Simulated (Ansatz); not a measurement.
C₃H₇O+ (`CC(C)=[OH+]`). Total charge 1; spin multiplicity 1.

```tsv
atom	x (Å)	y (Å)	z (Å)
C1	0.902	0.602	0.903
C2	-0.138	0.313	-0.073
C3	-0.433	-1.044	-0.553
O4	-0.797	1.311	-0.505
H5	0.976	1.661	1.137
H6	0.702	0.010	1.806
H7	1.854	0.214	0.517
H8	0.208	-1.789	-0.087
H9	-0.304	-1.080	-1.642
H10	-1.483	-1.284	-0.347
H11	-1.487	1.087	-1.156
```

(1) Give the diagnostics of a CCSD(T)/def2-TZVPP run (frozen core, Ansatz). (An estimate is asked.)

Answers

(1) Ansatz gave: T1 = 0.0146, largest single amplitude 0.058, largest double 0.049, (T) share of the correlation energy 3.7 %, 10 CCSD cycles. The RHF solution is stable towards an unrestricted one. T1 lies under the customary mark of 0.02 for closed shells.
